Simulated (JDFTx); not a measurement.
# GaP (F-43m) in JDFTx: reference runs

Aim: a first look at GaP with PBE, on the cell as given and on a disturbed one.

All numbers are computed with JDFTx 1.7.0 (patched build); they aren't measurements. Logs are shortened: lines on timing, memory, paths and dates and some standing lists are left out, and cuts for length are marked. The log counts tension as positive stress, the text compression.

**Experimental background.**

From “Stacking defects in GaP nanowires: Electronic structure and optical properties”, 2018, arxiv:1810.01194, for a bulk crystal of GaP at 10 K: band gap 2.34 eV (indirect).

How close the calculation comes is told below.

## Step 1: The structure

It takes space group F-43m (No. 216, cubic). Conventional cell: a = 5.451 Å, b = 5.451 Å, c = 5.451 Å, α = 90.00°, β = 90.00°, γ = 90.00°. Ga (site symmetry -43m) is surrounded by 4 P at 2.36 Å. P (site symmetry -43m) has 4 Ga at 2.36 Å as nearest neighbours.

## Step 2: Single point, PBE

The input, GaP.in:

```
lattice \
    0.0000000000     5.1499761211     5.1499761211 \
    5.1499761211     0.0000000000     5.1499761211 \
    5.1499761211     5.1499761211     0.0000000000
coords-type Lattice
ion Ga     0.0000000000     0.0000000000     0.0000000000 1
ion P      0.7500000000     0.7500000000     0.7500000000 1

ion-species pseudo/Ga.upf
ion-species pseudo/P.upf
elec-cutoff 40
elec-ex-corr gga-PBE
kpoint-folding 8 8 8
elec-smearing Fermi 0.0018374661
elec-n-bands 15
electronic-SCF nIterations 100 energyDiffThreshold 1e-08
electronic-minimize nIterations 30 energyDiffThreshold 1e-7
converge-empty-states yes
forces-output-coords Cartesian

dump-name run.$VAR
dump End Ecomponents EigStats BandEigs Kpoints Forces Stress
```

Potentials or basis: PseudoDojo-SR-PBE-0.5-standard.

Run with:

```bash
$ jdftx -c 1 -i GaP.in -o GaP.out
```

What it wrote:

```text
*************** JDFTx 1.7.0 (patched build) ***************

Input parsed successfully to the following command list (including defaults):
[... the input with its defaults ...]

---------- Setting up symmetries ----------

Found 48 point-group symmetries of the bravais lattice
Found 24 space-group symmetries with basis
Applied RMS atom displacement 0 bohrs to make symmetries exact.

---------- Initializing the Grid ----------
R =
[            0      5.14998      5.14998  ]
[      5.14998            0      5.14998  ]
[      5.14998      5.14998            0  ]
unit cell volume = 273.178
G =
[  -0.610021   0.610021   0.610021  ]
[   0.610021  -0.610021   0.610021  ]
[   0.610021   0.610021  -0.610021  ]
Minimum fftbox size, Smin = [  44  44  44  ]
Chosen fftbox size, S = [  48  48  48  ]

---------- Exchange Correlation functional ----------
Initalized PBE GGA exchange.
Initalized PBE GGA correlation.

---------- Setting up pseudopotentials ----------
Width of ionic core gaussian charges (only for fluid interactions / plotting) set to 0

Reading pseudopotential file 'pseudo/Ga.upf':
  'Ga' pseudopotential, 'PBE' functional
  Generated using ONCVPSP code by D. R. Hamann
  13 valence electrons, 3 orbitals, 6 projectors, 1001 radial grid points, with lMax = 2
    3D    l: 2   occupation: 10.0   eigenvalue: -0.703915
    4S    l: 0   occupation:  2.0   eigenvalue: -0.328859
    4P    l: 1   occupation:  1.0   eigenvalue: -0.094784
  Core radius for overlap checks: 1.84 bohrs.

Reading pseudopotential file 'pseudo/P.upf':
  'P' pseudopotential, 'PBE' functional
  Generated using ONCVPSP code by D. R. Hamann
  5 valence electrons, 2 orbitals, 6 projectors, 1001 radial grid points, with lMax = 2
    3S    l: 0   occupation:  2.0   eigenvalue: -0.513364
    3P    l: 1   occupation:  3.0   eigenvalue: -0.202372
  Core radius for overlap checks: 1.66 bohrs.

Initialized 2 species with 2 total atoms.

Folded 1 k-points by 8x8x8 to 512 k-points.

---------- Setting up k-points, bands, fillings ----------
Adding inversion symmetry to k-mesh for non-inversion-symmetric unit cell.
Reduced to 29 k-points under symmetry.
Computing the number of bands and number of electrons
Calculating initial fillings.
nElectrons:  18.000000   nBands: 15   nStates: 29

----- Setting up reduced wavefunction bases (one per k-point) -----
average nbasis = 3300.439 , ideal nbasis = 3300.879

---------- Setting up ewald sum ----------
Optimum gaussian width for ewald sums = 2.339030 bohr.
Real space sum over 1331 unit cells with max indices [  5  5  5  ]
Reciprocal space sum over 2197 terms with max indices [  6  6  6  ]

---------- Allocating electronic variables ----------
Initializing wave functions:  linear combination of atomic orbitals
Note: number of bands (15) exceeds available atomic orbitals (13)
Ga pseudo-atom occupations:   s ( 2 )  p ( 1 )  d ( 10 )
P pseudo-atom occupations:   s ( 2 )  p ( 3 )
	FillingsUpdate:  mu: +0.331178524  nElectrons: 18.000000
LCAOMinimize: Iter:   0  F: -73.7033312054888512  |grad|_K:  2.315e-03  alpha:  1.000e+00
	FillingsUpdate:  mu: +0.319057476  nElectrons: 18.000000
LCAOMinimize: Iter:   1  F: -73.7122592382997794  |grad|_K:  4.773e-05  alpha:  4.959e-01  linmin: -1.945e-01  cgtest:  6.724e-01
LCAOMinimize: Encountered beta<0, resetting CG.
	FillingsUpdate:  mu: +0.318938520  nElectrons: 18.000000
LCAOMinimize: Iter:   2  F: -73.7122642532863779  |grad|_K:  1.478e-05  alpha:  6.745e-01  linmin: -5.886e-04  cgtest:  9.230e-03
	FillingsUpdate:  mu: +0.319033095  nElectrons: 18.000000
LCAOMinimize: Iter:   3  F: -73.7122647455234414  |grad|_K:  9.727e-07  alpha:  6.891e-01  linmin: -1.423e-03  cgtest: -4.240e-02
	FillingsUpdate:  mu: +0.319030152  nElectrons: 18.000000
LCAOMinimize: Iter:   4  F: -73.7122647484624167  |grad|_K:  9.522e-08  alpha:  9.508e-01  linmin: -3.033e-03  cgtest: -2.033e-03
LCAOMinimize: Converged (|Delta F|<1.000000e-06 for 2 iters).

-------- Electronic minimization -----------
Will mix electronic density at each iteration.
	FillingsUpdate:  mu: +0.319030152  nElectrons: 18.000000
	FillingsUpdate:  mu: +0.303540782  nElectrons: 18.000000
SCF: Cycle:  0   F: -73.758833681658757   dF: -4.657e-02   |Residual|: 5.201e-02   |deigs|: 1.542e-01
	FillingsUpdate:  mu: +0.304478810  nElectrons: 18.000000
SCF: Cycle:  1   F: -73.760022270465882   dF: -1.189e-03   |Residual|: 2.984e-02   |deigs|: 8.329e-03
	FillingsUpdate:  mu: +0.307948006  nElectrons: 18.000000
SCF: Cycle:  2   F: -73.760225250871912   dF: -2.030e-04   |Residual|: 3.997e-03   |deigs|: 5.756e-03
	FillingsUpdate:  mu: +0.308210758  nElectrons: 18.000000
SCF: Cycle:  3   F: -73.760235140995675   dF: -9.890e-06   |Residual|: 1.971e-03   |deigs|: 1.148e-03
	FillingsUpdate:  mu: +0.308834070  nElectrons: 18.000000
SCF: Cycle:  4   F: -73.760238250985736   dF: -3.110e-06   |Residual|: 6.843e-04   |deigs|: 8.494e-04
	FillingsUpdate:  mu: +0.308807743  nElectrons: 18.000000
SCF: Cycle:  5   F: -73.760238710629807   dF: -4.596e-07   |Residual|: 2.254e-04   |deigs|: 3.199e-04
	FillingsUpdate:  mu: +0.308836595  nElectrons: 18.000000
SCF: Cycle:  6   F: -73.760238853104255   dF: -1.425e-07   |Residual|: 3.926e-05   |deigs|: 2.762e-04
	FillingsUpdate:  mu: +0.308832247  nElectrons: 18.000000
SCF: Cycle:  7   F: -73.760238897893956   dF: -4.479e-08   |Residual|: 2.635e-05   |deigs|: 2.702e-04
	FillingsUpdate:  mu: +0.308835668  nElectrons: 18.000000
SCF: Cycle:  8   F: -73.760238917296149   dF: -1.940e-08   |Residual|: 8.051e-06   |deigs|: 7.464e-04
	FillingsUpdate:  mu: +0.308835935  nElectrons: 18.000000
SCF: Cycle:  9   F: -73.760238923511537   dF: -6.215e-09   |Residual|: 5.418e-06   |deigs|: 3.574e-04
	FillingsUpdate:  mu: +0.308836341  nElectrons: 18.000000
SCF: Cycle: 10   F: -73.760238926465163   dF: -2.954e-09   |Residual|: 2.282e-06   |deigs|: 3.493e-04
SCF: Converged (|Delta E|<1.000000e-08 for 2 iters).

Setting wave functions to eigenvectors of Hamiltonian
Converging empty states (this may take a while):
EmptyStates: None of the convergence criteria satisfied.
|deigs|: 1.065e-03

# Stress tensor in Cartesian coordinates [Eh/a0^3]:
[   -8.767e-05            0            0  ]
[            0   -8.767e-05            0  ]
[            0            0   -8.767e-05  ]

# Ionic positions in lattice coordinates:
ion Ga   0.000000000000000   0.000000000000000   0.000000000000000 1
ion P   0.750000000000000   0.750000000000000   0.750000000000000 1

# Forces in Cartesian coordinates:
force Ga  -0.000000000000000   0.000000000000000   0.000000000000000 1
force P   0.000000000000000   0.000000000000000   0.000000000000000 1

# Energy components:
   Eewald =      -48.2388119437273133
       EH =       26.1218844910012251
     Eloc =      -66.3557793440693047
      Enl =      -37.1850423037203370
      Exc =      -23.0134592492988368
 Exc_core =        9.6684052112597811
       KE =       65.2425642122006906
-------------------------------------
     Etot =      -73.7602389263540914
       TS =        0.0000000001110718
-------------------------------------
        F =      -73.7602389264651634

IonicMinimize: Iter:   0  F: -73.760238926465163  |grad|_K:  1.060e-35
IonicMinimize: Converged (|grad|_K<1.000000e-04).

#--- Lowdin population analysis ---
# oxidation-state Ga +0.120
# oxidation-state P -0.074

Dumping 'run.eigStats' ...
	eMin: -0.259770 at state 20 ( [ +0.000000 +0.500000 +0.500000 ] spin 0 )
	HOMO: +0.279773 at state 0 ( [ +0.000000 +0.000000 +0.000000 ] spin 0 )
	mu  : +0.308836
	LUMO: +0.340213 at state 17 ( [ +0.000000 +0.375000 +0.375000 ] spin 0 )
	eMax: +0.732750 at state 24 ( [ +0.125000 +0.375000 +0.500000 ] spin 0 )
	HOMO-LUMO gap: +0.060439
	Optical gap  : +0.066820 at state 0 ( [ +0.000000 +0.000000 +0.000000 ] spin 0 )
WARNING: the last solve of the electrons (or of bands or displaced states from it) ended unconverged.
Done!
[note: mu as printed may lie anywhere between the filled and the empty levels]
```

Wall time 83 s (1 thread of Arm Neoverse V2, shared host); peak memory 0.12 GiB.

What came out:

```yaml
Free_energy: -2007.1184 eV
Pressure: 2.6 GPa
Band_gap_on_the_k_mesh: 1.64 eV, indirect (least direct gap 1.82 eV)
Loewdin_charges: Ga +0.12; P -0.07 e
```

Levels at points of the mesh, in eV from the valence-band top:
```csv
k point,band 5,band 6,band 7,band 8,band 9,band 10,band 11
"(0.00, 0.00, 0.00)",-14.47,-12.49,0.00,0.00,0.00,1.82,3.89
"(0.00, 0.00, 0.50)",-14.46,-10.43,-6.63,-1.12,-1.12,1.67,4.72
"(0.00, 0.50, 0.50)",-14.45,-9.53,-6.75,-2.68,-2.68,1.66,1.83
```

Caveat: the empty levels aren't tightly converged.

## Step 3: Single point, PBE (atoms moved at random, drawn with an rms of 0.05 Å)

GaP.in, as its differences from that of step 2:

```diff
@@ -5,4 +5,4 @@
 coords-type Lattice
-ion Ga     0.0000000000     0.0000000000     0.0000000000 1
-ion P      0.7500000000     0.7500000000     0.7500000000 1
+ion Ga    -0.0013860000    -0.0157230000     0.0174070000 1
+ion P      0.7476240000     0.7471280000     0.7528140000 1
 
@@ -21,2 +21,2 @@
 dump-name run.$VAR
-dump End Ecomponents EigStats BandEigs Kpoints Forces Stress
+dump End Ecomponents EigStats BandEigs Kpoints Forces Stress ElecDensity Dtot KEdensity
```

Potentials or basis: PseudoDojo-SR-PBE-0.5-standard.

Run with:

```bash
$ jdftx -c 1 -i GaP.in -o GaP.out
```

What it wrote:

```text
*************** JDFTx 1.7.0 (patched build) ***************

Input parsed successfully to the following command list (including defaults):
[... the input with its defaults ...]

---------- Setting up symmetries ----------

Found 48 point-group symmetries of the bravais lattice
Found 1 space-group symmetries with basis
Applied RMS atom displacement 0 bohrs to make symmetries exact.

---------- Initializing the Grid ----------
R =
[            0      5.14998      5.14998  ]
[      5.14998            0      5.14998  ]
[      5.14998      5.14998            0  ]
unit cell volume = 273.178
G =
[  -0.610021   0.610021   0.610021  ]
[   0.610021  -0.610021   0.610021  ]
[   0.610021   0.610021  -0.610021  ]
Minimum fftbox size, Smin = [  44  44  44  ]
Chosen fftbox size, S = [  48  48  48  ]

---------- Exchange Correlation functional ----------
Initalized PBE GGA exchange.
Initalized PBE GGA correlation.

---------- Setting up pseudopotentials ----------
Width of ionic core gaussian charges (only for fluid interactions / plotting) set to 0

Reading pseudopotential file 'pseudo/Ga.upf':
  'Ga' pseudopotential, 'PBE' functional
  Generated using ONCVPSP code by D. R. Hamann
  13 valence electrons, 3 orbitals, 6 projectors, 1001 radial grid points, with lMax = 2
    3D    l: 2   occupation: 10.0   eigenvalue: -0.703915
    4S    l: 0   occupation:  2.0   eigenvalue: -0.328859
    4P    l: 1   occupation:  1.0   eigenvalue: -0.094784
  Core radius for overlap checks: 1.84 bohrs.

Reading pseudopotential file 'pseudo/P.upf':
  'P' pseudopotential, 'PBE' functional
  Generated using ONCVPSP code by D. R. Hamann
  5 valence electrons, 2 orbitals, 6 projectors, 1001 radial grid points, with lMax = 2
    3S    l: 0   occupation:  2.0   eigenvalue: -0.513364
    3P    l: 1   occupation:  3.0   eigenvalue: -0.202372
  Core radius for overlap checks: 1.66 bohrs.

Initialized 2 species with 2 total atoms.

Folded 1 k-points by 8x8x8 to 512 k-points.

---------- Setting up k-points, bands, fillings ----------
Adding inversion symmetry to k-mesh for non-inversion-symmetric unit cell.
Reduced to 260 k-points under symmetry.
Computing the number of bands and number of electrons
Calculating initial fillings.
nElectrons:  18.000000   nBands: 15   nStates: 260

----- Setting up reduced wavefunction bases (one per k-point) -----
average nbasis = 3300.439 , ideal nbasis = 3300.879

---------- Setting up ewald sum ----------
Optimum gaussian width for ewald sums = 2.339030 bohr.
Real space sum over 1331 unit cells with max indices [  5  5  5  ]
Reciprocal space sum over 2197 terms with max indices [  6  6  6  ]

---------- Allocating electronic variables ----------
Initializing wave functions:  linear combination of atomic orbitals
Note: number of bands (15) exceeds available atomic orbitals (13)
Ga pseudo-atom occupations:   s ( 2 )  p ( 1 )  d ( 10 )
P pseudo-atom occupations:   s ( 2 )  p ( 3 )
	FillingsUpdate:  mu: +0.334028595  nElectrons: 18.000000
LCAOMinimize: Iter:   0  F: -73.7024763842619279  |grad|_K:  7.777e-04  alpha:  1.000e+00
	FillingsUpdate:  mu: +0.321410187  nElectrons: 18.000000
LCAOMinimize: Iter:   1  F: -73.7115148943781975  |grad|_K:  1.752e-05  alpha:  4.959e-01  linmin: -2.476e-01  cgtest:  6.353e-01
LCAOMinimize: Encountered beta<0, resetting CG.
	FillingsUpdate:  mu: +0.321267305  nElectrons: 18.000000
LCAOMinimize: Iter:   2  F: -73.7115210988795866  |grad|_K:  5.334e-06  alpha:  6.908e-01  linmin: -8.246e-04  cgtest:  1.004e-02
	FillingsUpdate:  mu: +0.321367950  nElectrons: 18.000000
LCAOMinimize: Iter:   3  F: -73.7115216537738434  |grad|_K:  4.711e-07  alpha:  6.656e-01  linmin: -1.173e-03  cgtest: -3.372e-02
	FillingsUpdate:  mu: +0.321366288  nElectrons: 18.000000
LCAOMinimize: Iter:   4  F: -73.7115216594919502  |grad|_K:  5.601e-08  alpha:  8.803e-01  linmin: -2.893e-04  cgtest: -5.585e-03
LCAOMinimize: Converged (|Delta F|<1.000000e-06 for 2 iters).

-------- Electronic minimization -----------
Will mix electronic density at each iteration.
	FillingsUpdate:  mu: +0.321366288  nElectrons: 18.000000
	FillingsUpdate:  mu: +0.305178727  nElectrons: 18.000000
SCF: Cycle:  0   F: -73.758239089785050   dF: -4.672e-02   |Residual|: 5.219e-02   |deigs|: 1.562e-01
	FillingsUpdate:  mu: +0.306059661  nElectrons: 18.000000
SCF: Cycle:  1   F: -73.759472752021495   dF: -1.234e-03   |Residual|: 2.980e-02   |deigs|: 8.930e-03
	FillingsUpdate:  mu: +0.309235441  nElectrons: 18.000000
SCF: Cycle:  2   F: -73.759681653682250   dF: -2.089e-04   |Residual|: 3.922e-03   |deigs|: 5.817e-03
	FillingsUpdate:  mu: +0.309567467  nElectrons: 18.000000
SCF: Cycle:  3   F: -73.759692289574829   dF: -1.064e-05   |Residual|: 1.937e-03   |deigs|: 8.604e-04
	FillingsUpdate:  mu: +0.310164885  nElectrons: 18.000000
SCF: Cycle:  4   F: -73.759695359758055   dF: -3.070e-06   |Residual|: 6.849e-04   |deigs|: 8.569e-04
	FillingsUpdate:  mu: +0.310151496  nElectrons: 18.000000
SCF: Cycle:  5   F: -73.759695864272416   dF: -5.045e-07   |Residual|: 1.961e-04   |deigs|: 3.621e-04
	FillingsUpdate:  mu: +0.310177911  nElectrons: 18.000000
SCF: Cycle:  6   F: -73.759696020782087   dF: -1.565e-07   |Residual|: 4.597e-05   |deigs|: 6.206e-04
	FillingsUpdate:  mu: +0.310172692  nElectrons: 18.000000
SCF: Cycle:  7   F: -73.759696072254002   dF: -5.147e-08   |Residual|: 2.654e-05   |deigs|: 4.837e-04
	FillingsUpdate:  mu: +0.310176790  nElectrons: 18.000000
SCF: Cycle:  8   F: -73.759696091577112   dF: -1.932e-08   |Residual|: 8.048e-06   |deigs|: 3.729e-04
	FillingsUpdate:  mu: +0.310176854  nElectrons: 18.000000
SCF: Cycle:  9   F: -73.759696098349806   dF: -6.773e-09   |Residual|: 4.931e-06   |deigs|: 4.270e-04
	FillingsUpdate:  mu: +0.310177121  nElectrons: 18.000000
SCF: Cycle: 10   F: -73.759696101349917   dF: -3.000e-09   |Residual|: 2.070e-06   |deigs|: 6.114e-04
SCF: Converged (|Delta E|<1.000000e-08 for 2 iters).

Setting wave functions to eigenvectors of Hamiltonian
Converging empty states (this may take a while):
EmptyStates: None of the convergence criteria satisfied.
|deigs|: 1.847e-03

# Stress tensor in Cartesian coordinates [Eh/a0^3]:
[ -9.26872e-05 -3.53049e-05  4.59754e-05  ]
[ -3.53049e-05 -8.99192e-05   9.4101e-06  ]
[  4.59754e-05   9.4101e-06  -9.1071e-05  ]

# Ionic positions in lattice coordinates:
ion Ga  -0.001386000000000  -0.015723000000000   0.017407000000000 1
ion P   0.747624000000000   0.747128000000000   0.752814000000000 1

# Forces in Cartesian coordinates:
force Ga  -0.001783113016804  -0.008442983242910   0.006487301825096 1
force P   0.001768549446322   0.008463593168024  -0.006504733278183 1

# Energy components:
   Eewald =      -48.2336237953830960
       EH =       26.1239586372032555
     Eloc =      -66.3633258751871011
      Enl =      -37.1841899105933038
      Exc =      -23.0135810781900787
 Exc_core =        9.6684058058272857
       KE =       65.2426601153039911
-------------------------------------
     Etot =      -73.7596961010190313
       TS =        0.0000000003308843
-------------------------------------
        F =      -73.7596961013499168

IonicMinimize: Iter:   0  F: -73.759696101349917  |grad|_K:  6.240e-03
IonicMinimize: None of the convergence criteria satisfied after 0 iterations.

#--- Lowdin population analysis ---
# oxidation-state Ga +0.121
# oxidation-state P -0.075

Dumping 'run.eigStats' ...
	eMin: -0.260097 at state 230 ( [ +0.500000 +0.000000 +0.500000 ] spin 0 )
	HOMO: +0.285236 at state 0 ( [ +0.000000 +0.000000 +0.000000 ] spin 0 )
	mu  : +0.310177
	LUMO: +0.338310 at state 29 ( [ +0.000000 +0.500000 +0.000000 ] spin 0 )
	eMax: +0.735371 at state 69 ( [ +0.125000 +0.500000 +0.375000 ] spin 0 )
	HOMO-LUMO gap: +0.053074
	Optical gap  : +0.061331 at state 0 ( [ +0.000000 +0.000000 +0.000000 ] spin 0 )
WARNING: the last solve of the electrons (or of bands or displaced states from it) ended unconverged.
Done!
[note: mu as printed may lie anywhere between the filled and the empty levels]
```

Wall time 12 min (1 thread of Arm Neoverse V2, shared host); peak memory 0.71 GiB.

What came out:

| Quantity | Value |
| --- | --- |
| Free energy | -2007.1036 eV |
| Pressure | 2.7 GPa |
| Largest force | 0.556 eV/Å |
| Band gap on the k mesh | 1.44 eV, indirect (least direct gap 1.67 eV) |
| Loewdin charges | Ga +0.12; P -0.07 e |

Forces in eV/Å, atoms in the order of the input:
```
Ga  -0.092 -0.434  0.334
P    0.091  0.435 -0.334
```

Levels at points of the mesh, in eV from the valence-band top:
```csv
k point,band 5,band 6,band 7,band 8,band 9,band 10,band 11
"(0.00, 0.00, 0.00)",-14.62,-12.64,-0.32,-0.13,0.00,1.67,3.66
"(0.00, 0.00, 0.50)",-14.62,-10.52,-6.95,-1.32,-1.17,1.61,4.54
"(0.00, 0.50, 0.00)",-14.61,-10.63,-6.63,-1.38,-1.19,1.44,4.38
"(0.00, 0.50, 0.50)",-14.60,-9.68,-6.91,-2.83,-2.82,1.50,1.67
"(0.50, 0.00, 0.00)",-14.61,-10.58,-6.79,-1.40,-1.12,1.53,4.38
"(0.50, 0.00, 0.50)",-14.60,-9.69,-6.90,-2.89,-2.77,1.45,1.73
"(0.50, 0.50, 0.00)",-14.60,-9.69,-6.90,-2.87,-2.78,1.47,1.71
"(0.50, 0.50, 0.50)",-14.61,-10.59,-6.75,-1.41,-1.13,1.50,4.36
```

Caveat: forces may be off by hundredths of an eV/Å; the empty levels aren't tightly converged. A k mesh can miss the band edges.

## Step 4: Against experiment

Step 2. Against the measured gap of GaP, 2.34 eV (indirect; 10 K; quoted in “Stacking defects in GaP nanowires: Electronic structure and optical properties”, 2018, arxiv:1810.01194), the calculated 1.64 eV is off by -0.70 eV. Spin-orbit coupling on Ga is left out. The value is that of PBE on a finite k mesh, which can miss the band edges, without temperature or zero-point motion. Semilocal functionals fall short of measured gaps as a rule.
